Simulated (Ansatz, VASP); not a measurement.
One calculation of Nb, two programs

```
CELL_PARAMETERS angstrom
0.00000 2.08642 2.08642
2.08642 0.00000 2.08642
2.08642 2.08642 0.00000
ATOMIC_POSITIONS crystal
Nb 0.00000 0.00000 0.00000
```

Change from the starting cell: volume scaled by 0.96, crystal datasets.

Alike in both runs: task electric field gradients; functional PBEsol; k mesh 13 × 13 × 13; occupations fermi-dirac, width 0.08 eV; no spin polarisation.

|  | VASP | Ansatz |
| --- | --- | --- |
| version | VASP 6.6.1 | Ansatz 0.2.0 |
| potentials or method | VASP PAW PBE potentials, release 64 (Nb_sv), cutoff 520 eV | all-electron PAW with datasets made for the crystal, scalar-relativistic |

|  | VASP | Ansatz | Ansatz less VASP |
| --- | --- | --- | --- |
| pressure (GPa) | -0.3 | 0.0 | +0.28 |
| Vzz of the field gradient on the site that differs most (V/Å²) | 0.0 | 0.0 | 0.00 |

Ansatz ran all-electron here, so the differences hold the error of VASP's frozen core and of both bases. Ansatz warned: «gradients_without_spin_orbit».

Caveats: the PAW data sets were made with another functional, which shifts forces and pressure a little (VASP).
